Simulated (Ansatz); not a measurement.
**A faulty run on wurtzite SiC, size series (144 atoms)**

Program: Ansatz 0.2.0. The cell: 72 Si and 72 C.

Contents of input.yaml:

```yaml
crystal:
  lattice:
    - [9.228, 0.0, 0.0]
    - [-4.614, 7.99168, 0.0]
    - [0.0, 0.0, 20.192]
  atoms:
    - { symbol: Si, position: [0.0, 0.0, 0.0] }
    - { symbol: C, position: [0.11111, 0.22222, 0.03125] }
    - { symbol: Si, position: [0.11111, 0.22222, 0.125] }
    - { symbol: C, position: [0.0, 0.0, 0.15625] }
    - { symbol: Si, position: [0.0, 0.0, 0.25] }
    - { symbol: C, position: [0.11111, 0.22222, 0.28125] }
    - { symbol: Si, position: [0.11111, 0.22222, 0.375] }
    - { symbol: C, position: [0.0, 0.0, 0.40625] }
    - { symbol: Si, position: [0.0, 0.0, 0.5] }
    - { symbol: C, position: [0.11111, 0.22222, 0.53125] }
    - { symbol: Si, position: [0.11111, 0.22222, 0.625] }
    - { symbol: C, position: [0.0, 0.0, 0.65625] }
    - { symbol: Si, position: [0.0, 0.0, 0.75] }
    - { symbol: C, position: [0.11111, 0.22222, 0.78125] }
    - { symbol: Si, position: [0.11111, 0.22222, 0.875] }
    - { symbol: C, position: [0.0, 0.0, 0.90625] }
    - { symbol: Si, position: [0.0, 0.33333, 0.0] }
    - { symbol: C, position: [0.11111, 0.55556, 0.03125] }
    [... 120 atom lines left out ...]
    - { symbol: Si, position: [0.77778, 0.88889, 0.625] }
    - { symbol: C, position: [0.66667, 0.66667, 0.65625] }
    - { symbol: Si, position: [0.66667, 0.66667, 0.75] }
    - { symbol: C, position: [0.77778, 0.88889, 0.78125] }
    - { symbol: Si, position: [0.77778, 0.88889, 0.875] }
    - { symbol: C, position: [0.66667, 0.66667, 0.90625] }
kpoints:
  mp_grid: { grid: [1, 1, 1] }
hamiltonian:
  xc: pbe
scf:
  occupations: { method: gaussian, width: 0.025 }
  max_iter: 100
output:
  forces: true
basis:
  ENCUT: 0.3
```

Launch:

```
ansatz run input.yaml --threads 4 --pin off --max-ram 8192MiB --backend cpu --events-out ev --progress --plain --runs-dir out
```

Log:

```text
Error: YAML parse error: error: line 161 column 3: unknown field `ENCUT`, expected one of ecutwfc, ecutrho_ratio, smooth_cutoff_half_width, xc_grid, low_memory, fft_grid_basis, precision, gaussian, splines
   --> <input>:161:3
    |
159 |   forces: true
160 | basis:
161 |   ENCUT: 0.3
    |   ^ unknown field `ENCUT`, expected one of ecutwfc, ecutrho_ratio, smooth_cutoff_half_width, xc_grid, low_memory, fft_grid_basis, precision, gaussian, splines
```

It took 0.02 s on 4 threads of Arm Neoverse V2, shared host; peak memory 0.022 GiB.

**Question.** What is wrong with this input, and how is it mended?

A keyword of another program: basis.ENCUT = 0.3.

The fix is to take the foreign keyword out.

The program refused it before any cycle.

[Logs are printed without paths, hosts, clocks, repeated set-up lines and the standing remarks that a program may print on its own settings, such as how far it seeks lower states.]

[Hosts, paths, dates, database ids (printed as entryN), source tags and the programs' standing remarks are cut or masked in the printed files.]
